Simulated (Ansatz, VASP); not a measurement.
## CdTe in VASP and in Ansatz

```
CELL_PARAMETERS angstrom
0.00000 3.16168 3.16168
3.16168 0.00000 3.16168
3.16168 3.16168 0.00000
ATOMIC_POSITIONS crystal
Te 0.75000 0.75000 0.75000
Cd 0.00000 0.00000 0.00000
```

Change from the starting cell: volume scaled by 0.96.

Alike in both runs: task single point; functional PBEsol; k mesh 7 × 7 × 7; occupations fermi-dirac, width 0.05 eV; no spin polarisation.

```csv
,VASP,Ansatz
version,VASP 6.6.1,Ansatz 0.2.0
potentials or method,"VASP PAW PBE potentials, release 64 (Te, Cd), cutoff 520 eV","all-electron LAPW, scalar-relativistic"
```

```csv
,VASP,Ansatz,Ansatz less VASP
gap on the k mesh at the Fermi level (eV),0.88,0.88,-0.006
least direct gap on the mesh (eV),0.88,0.88,-0.006
pressure (GPa),4.1,3.9,-0.20
```

Ansatz ran all-electron here, so the differences hold the error of VASP's frozen core and of both bases.

Caveats: spin-orbit coupling is left out, which moves the levels of the heavy elements; the PAW data sets were made with another functional, which shifts forces and pressure a little (VASP).
